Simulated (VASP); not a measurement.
# AlN (P6_3mc) in VASP: notebook, part 2 of 2

VASP 6.6.1. Earlier steps stand in the parts before.

## (3) Relaxation of cell and atoms, PBEsol

This run uses another cell than the first one, of 10.45 Å³/atom, 1.021 times its volume.

File INCAR:

```
ALGO = Normal ; EDIFF = 1E-6
EDIFFG = -0.01 ; ENCUT = 600
GGA = PS ; IBRION = 2
ISIF = 3 ; ISMEAR = 0
KPAR = 2 ; LASPH = T
LCHARG = F ; LREAL = F
LWAVE = F ; NELM = 80
NSW = 90 ; PREC = Accurate
SIGMA = 0.03
```

File KPOINTS:

```
k-points
0
Gamma
  12 12 6
```

File POSCAR:

```
AlN
1.0
    3.1130000000      0.0000000000      0.0000000000
   -1.5565000000      2.6959370820      0.0000000000
    0.0000000000      0.0000000000      4.9810000000
Al N
2 2
Direct
    0.3333333333      0.6666666667      0.0000000000
    0.6666666667      0.3333333333      0.5000000000
    0.3333333333      0.6666666667      0.3800000000
    0.6666666667      0.3333333333      0.8800000000
```

Potentials or basis: VASP PAW PBE potentials, release 64 (Al, N).

On the command line:

```console
$ cat potpaw_PBE.64/Al/POTCAR potpaw_PBE.64/N/POTCAR > POTCAR
$ mpirun -np 2 vasp_std > vasp.out
```

OUTCAR:

```text
EDIFF = 1E-6
   EDIFFG = -0.01
   ENCUT = 600
   GGA = PS
   IBRION = 2
   ISIF = 3
   ISMEAR = 0
   LASPH = T
   LREAL = F
   NELM = 80
   NSW = 90
   PREC = Accurate

 ion  position               nearest neighbor table
   1  0.333  0.667  0.000-   3 1.89   4 1.89   4 1.89   4 1.89   2 3.07   2 3.07   2 3.07   2 3.07
                             2 3.07   2 3.07
   2  0.667  0.333  0.500-   4 1.89   3 1.89   3 1.89   3 1.89   1 3.07   1 3.07   1 3.07   1 3.07
                             1 3.07   1 3.07
   3  0.333  0.667  0.380-   1 1.89   2 1.89   2 1.89   2 1.89
   4  0.667  0.333  0.880-   2 1.89   1 1.89   1 1.89   1 1.89

  LATTYP: Found a hexagonal cell.
 ALAT       =     3.1130000000
 C/A-ratio  =     1.6000642467

  Lattice vectors:

 A1 = (   3.1130000000,   0.0000000000,   0.0000000000)
 A2 = (  -1.5565000000,   2.6959370820,   0.0000000000)
 A3 = (   0.0000000000,   0.0000000000,   4.9810000000)

Analysis of symmetry for initial positions (statically):
=====================================================================
 Subroutine PRICEL returns:
 Original cell was already a primitive cell.

 Routine SETGRP: Setting up the symmetry group for a
 hexagonal supercell.

 Subroutine GETGRP returns: Found 12 space group operations
 (whereof  6 operations were pure point group operations)
 out of a pool of 24 trial point group operations.

The static configuration has the point symmetry C_3v.
 The point group associated with its full space group is C_6v.

Analysis of symmetry for dynamics (positions and initial velocities):
=====================================================================
 Subroutine PRICEL returns:
 Original cell was already a primitive cell.

 Routine SETGRP: Setting up the symmetry group for a
 hexagonal supercell.

 Subroutine GETGRP returns: Found 12 space group operations
 (whereof  6 operations were pure point group operations)
 out of a pool of 24 trial point group operations.

The dynamic configuration has the point symmetry C_3v.
 The point group associated with its full space group is C_6v.

 Subroutine INISYM returns: Found 12 space group operations
 (whereof  6 operations are pure point group operations),
 and found     1 'primitive' translations

----------------------------------------------------------------------------------------

                                     Primitive cell

  volume of cell :      41.8028

  direct lattice vectors                    reciprocal lattice vectors
     3.113000000  0.000000000  0.000000000     0.321233537  0.185464269  0.000000000
    -1.556500000  2.695937082  0.000000000     0.000000000  0.370928538  0.000000000
     0.000000000  0.000000000  4.981000000     0.000000000  0.000000000  0.200762899

  length of vectors
     3.113000000  3.113000000  4.981000000     0.370928538  0.370928538  0.200762899

  position of ions in fractional coordinates (direct lattice)
     0.333333333  0.666666667  0.000000000
     0.666666667  0.333333333  0.500000000
     0.333333333  0.666666667  0.380000000
     0.666666667  0.333333333  0.880000000

  ion indices of the primitive-cell ions
   primitive index   ion index
                 1           1
                 2           2
                 3           3
[... 66 lines left out ...]
   ICHARG =      2    charge: 1-file 2-atom 10-const
   ISPIN  =      1    spin polarized calculation?
   LNONCOLLINEAR =      F non collinear calculations
   LSORBIT =      F    spin-orbit coupling
   LASPH  =      T    aspherical Exc in radial PAW
   ENCUT  =  600.0 eV  44.10 Ry    6.64 a.u.   6.22  6.22  9.95*2*pi/ulx,y,z
   NELM   =     80;   NELMIN=  2; NELMDL= -5     # of ELM steps
   EDIFF  = 0.1E-05   stopping-criterion for ELM
   LREAL  =      F    real-space projection
   EDIFFG = -.1E-01   stopping-criterion for IOM
   NSW    =     90    number of steps for IOM
   IBRION =      2    ionic relax: 0-MD 1-quasi-New 2-CG
   NFREE  =      1    steps in history (QN), initial steepest desc. (CG)
   ISIF   =      3    stress and relaxation
   ISYM   =      2    0-nonsym 1-usesym 2-fastsym
   POTIM  = 0.5000    time-step for ionic-motion
   TEBEG  =    0.0;   TEEND  =   0.0 temperature during run
   PSTRESS=    0.0 pullay stress
   NELECT =      16.0000    total number of electrons
   NUPDOWN=      -1.0000    fix difference up-down
   EMIN   =  10.00;   EMAX   =-10.00  energy-range for DOS
   EFERMI =   0.00;   METHOD = LEGACY
   ISMEAR =     0;   SIGMA  =   0.03  broadening in eV -4-tet -1-fermi 0-gaus
   EFERMI_NEDOS =   21; number of points for ismear=-14 and -15
   IALGO  =     38    algorithm
   IMIX   =      4    mixing-type and parameters
     AMIX     =   0.40;   BMIX     =  1.00
     AMIX_MAG =   1.60;   BMIX_MAG =  1.00
  volume/ion in A,a.u.               =      10.45        70.52
  Fermi-wavevector in a.u.,A,eV,Ry     =   1.188629  2.246183 19.222843  1.412839
  Thomas-Fermi vector in A             =   2.324754
   LORBIT       =      0    0 simple, 1 ext, 2 COOP (PROOUT), +10 PAW based schemes
   GGA     = PS    functional components
   LHFCALC =     F    Hartree Fock is set to
   AEXX    =    0.0000 exact exchange contribution
   IVDW    =     0    specifies the selected vdW correction
   LEPSILON=     F    determine dielectric tensor
   LRPA    =     F    only Hartree local field effects (RPA)
 conjugate gradient relaxation of ions
 non-spin polarized calculation
 Gauss-broadening in eV      SIGMA  =   0.03
  energy-cutoff  :      600.00
  volume of cell :       41.80
 maximum number of plane-waves:      1412
 NGX is ok and might be reduce to    28
   NGX = 13   NGY = 13   NGZ = 19

--------------------------------------- Ionic step        1  -------------------------------------------

 number of electron      16.0000000 magnetization

 Free energy of the ion-electron system (eV)
  ---------------------------------------------------
  ext. energy  EPLUGINS =         0.00000000
  ---------------------------------------------------
  free energy    TOTEN  =       -31.31436159 eV

  energy without entropy =      -31.31436159  energy(sigma->0) =      -31.31436159

------------------------ aborting loop because EDIFF is reached ----------------------------------------

  FORCE on cell =-STRESS in cart. coord.  units (eV):
  Direction    XX          YY          ZZ          XY          YZ          ZX
  --------------------------------------------------------------------------------------
  -------------------------------------------------------------------------------------
  Total       -0.1199916     -0.1199916      0.2711606      0.0000000      0.0000000      0.0000000
  in kB       -4.5989221     -4.5989221     10.3927816      0.0000000      0.0000000      0.0000000
  external PRESSURE =       0.3983125 kB  Pullay stress =       0.0000000 kB
[... 177 lines left out ...]
--------------------------------------- Ionic step        6  -------------------------------------------

 number of electron      15.9999999 magnetization

 Free energy of the ion-electron system (eV)
  ---------------------------------------------------
  ext. energy  EPLUGINS =         0.00000000
  ---------------------------------------------------
  free energy    TOTEN  =       -31.31569257 eV

  energy without entropy =      -31.31569257  energy(sigma->0) =      -31.31569257

 E-fermi :   6.2113     XC(G=0): -11.1048

 val. band max:        6.0635553058   @ k =   0.0000   0.0000   0.0000
 cond. band min:      10.1847279185   @ k =   0.0000   0.0000   0.0000
 fundamental gap:      4.1211726127
 Fermi energy:         6.2112579473

 k-point     1 :       0.0000    0.0000    0.0000
  band No.  band energies     occupation
      1      -9.1072      2.00000
      2      -6.9228      2.00000
      3       0.0069      2.00000
      4       5.1827      2.00000
      5       5.1827      2.00000
      6       5.8377      2.00000
      7       5.8377      2.00000
      8       6.0636      2.00000
      9      10.1847      0.00000
     10      12.6178      0.00000
     11      16.5653      0.00000
     12      17.0875      0.00000
[... 331 lines left out ...]
 k-point    24 :       0.3333    0.0000    0.1667
  band No.  band energies     occupation
      1      -7.7663      2.00000
      2      -6.5102      2.00000
      3       1.1007      2.00000
      4       2.0795      2.00000
      5       2.6908      2.00000
      6       4.2656      2.00000
      7       5.2605      2.00000
      8       5.3931      2.00000
      9      11.7915      0.00000
     10      12.5873      0.00000
     11      14.4547      0.00000
     12      16.1278      0.00000

 [... further k-points ...]

------------------------ aborting loop because EDIFF is reached ----------------------------------------

  FORCE on cell =-STRESS in cart. coord.  units (eV):
  Direction    XX          YY          ZZ          XY          YZ          ZX
  --------------------------------------------------------------------------------------
  -------------------------------------------------------------------------------------
  Total        0.0201304      0.0201304      0.0265649      0.0000000      0.0000000      0.0000000
  in kB        0.7717020      0.7717020      1.0183692      0.0000000      0.0000000      0.0000000
  external PRESSURE =       0.8539244 kB  Pullay stress =       0.0000000 kB
[... 19 lines left out ...]
  FREE ENERGIE OF THE ION-ELECTRON SYSTEM (eV)
  ---------------------------------------------------
  free  energy   TOTEN  =       -31.3156925723 eV

  energy  without entropy=      -31.3156925723  energy(sigma->0) =      -31.31569257

 reached required accuracy - stopping structural energy minimisation
```

OSZICAR:

```text
N       E                     dE             d eps       ncg     rms          rms(c)
DAV:   1     0.552356370558E+02    0.55236E+02   -0.82979E+03  1824   0.134E+03
DAV:   2    -0.314610785491E+02   -0.86697E+02   -0.79787E+02  2700   0.243E+02
DAV:   3    -0.357298374655E+02   -0.42688E+01   -0.42527E+01  2408   0.586E+01
[... 38 lines left out ...]
       N       E                     dE             d eps       ncg     rms          rms(c)
DAV:   1    -0.313157497141E+02   -0.63033E-04   -0.19879E-03  1912   0.433E-01    0.491E-02
DAV:   2    -0.313156952906E+02    0.54424E-04   -0.14998E-04  2208   0.103E-01    0.145E-02
DAV:   3    -0.313156931795E+02    0.21111E-05   -0.11621E-05  2092   0.313E-02    0.534E-03
DAV:   4    -0.313156925723E+02    0.60724E-06   -0.11396E-06  1016   0.967E-03
   6 F= -.31315693E+02 E0= -.31315693E+02  d E =-.630852E-05
```

CONTCAR:

```text
AlN
   1.00000000000000
     3.1127044167319098    0.0000000000000000    0.0000000000000000
    -1.5563522083659549    2.6956810993808946    0.0000000000000000
     0.0000000000000000    0.0000000000000000    4.9808959607569898
  Al              N
     2     2
Direct
     0.3333333332999970    0.6666666667000030    0.9989884320302729
     0.6666666667000030    0.3333333332999970    0.4989884320302728
     0.3333333332999970    0.6666666667000030    0.3810115679697297
     0.6666666667000030    0.3333333332999970    0.8810115679697297

  0.00000000E+00  0.00000000E+00  0.00000000E+00
  0.00000000E+00  0.00000000E+00  0.00000000E+00
  0.00000000E+00  0.00000000E+00  0.00000000E+00
  0.00000000E+00  0.00000000E+00  0.00000000E+00
```

Wall time 44 s (2 MPI ranks of Intel Xeon 6975P-C (Granite Rapids), shared host); peak memory 0.18 GiB.

Results:

| Property | Result |
| --- | --- |
| Free energy | -31.3157 eV |
| Relaxed volume | 10.45 Å³/atom |
| Relaxed cell | a = 3.113 Å, b = 3.113 Å, c = 4.981 Å, α = 90.00°, β = 90.00°, γ = 120.00° |
| Space group after relaxing (to 0.05 Å) | P6_3mc (No. 186) |
| Energy gained by relaxing | 0.3 meV/atom |
| Ionic steps | 6 |
| Pressure after relaxing | 0.1 GPa |
| Band gap on the k mesh | 4.12 eV, direct |

The path:
```tsv
step	energy change (eV)	largest force (eV/Å)	pressure (GPa)	volume (Å³)
1	0.0000	0.1321	0.04	41.80
2	-0.0003	0.0871	0.02	41.82
3	-0.0012	0.0143	0.05	41.81
4	-0.0013	0.0063	-0.06	41.83
5	-0.0013	0.0013	-0.12	41.84
6	-0.0013	0.0005	0.09	41.79
```

Final structure:
```yaml
crystal:
  lattice:
    - [3.11270, 0.00000, 0.00000]
    - [-1.55635, 2.69568, 0.00000]
    - [0.00000, 0.00000, 4.98090]
  atoms:
    - { symbol: Al, position: [0.33333, 0.66667, 0.99899] }
    - { symbol: Al, position: [0.66667, 0.33333, 0.49899] }
    - { symbol: N, position: [0.33333, 0.66667, 0.38101] }
    - { symbol: N, position: [0.66667, 0.33333, 0.88101] }
```

Caveat: the PAW data sets were made with another functional, which shifts forces and pressure a little. PBEsol gaps usually lie below the measured ones, often by a third to a half.
